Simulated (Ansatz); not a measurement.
Runs of Ansatz 0.2.0 on Be2C. The structure is cubic, space group Fm-3m (No. 225). Conventional cell: a = 4.330 Å, b = 4.330 Å, c = 4.330 Å, α = 90.00°, β = 90.00°, γ = 90.00°. C (site symmetry m-3m) has 8 Be at 1.87 Å as nearest neighbours. Be (site symmetry -43m) is surrounded by 4 C at 1.87 Å. 

| task | level | cutoff (eV) | points for each segment of the path | gap on the mesh (eV) | pressure (GPa) | V0 of scaled cells (Å³/atom) | B0 (GPa) |
| --- | --- | --- | --- | --- | --- | --- | --- |
| band structure | LDA | 420 | 14 | 1.28 | (a) | - | - |
| band structure | r2SCAN | 500 | 14 | 1.63 | -1.3 | - | - |
| equation of state | LDA | 420 | - | - | - | (b) | 217 |
| equation of state | PBEsol | 420 | - | - | - | 6.67 | (c) |
| band structure | PBEsol | 420 | 14 | 1.17 | -2.7 | - | - |

Alike in all rows: potentials or basis Ansatz PAW; no spin polarisation; cell as given; k mesh 11 × 11 × 11; smearing fermi-dirac 0.05 eV.

Fill in the values left out.

(a) -8.7; (b) 6.48; (c) 206.

Caveats: the k mesh misses the band edges, so the gap on the mesh is wider than the one along the path (some runs); the PAW data sets come from PBE, with cores solved anew for the run's functional, which leaves a small shift of forces and pressure (some runs).

Runs at the PBE level aren't shown here.
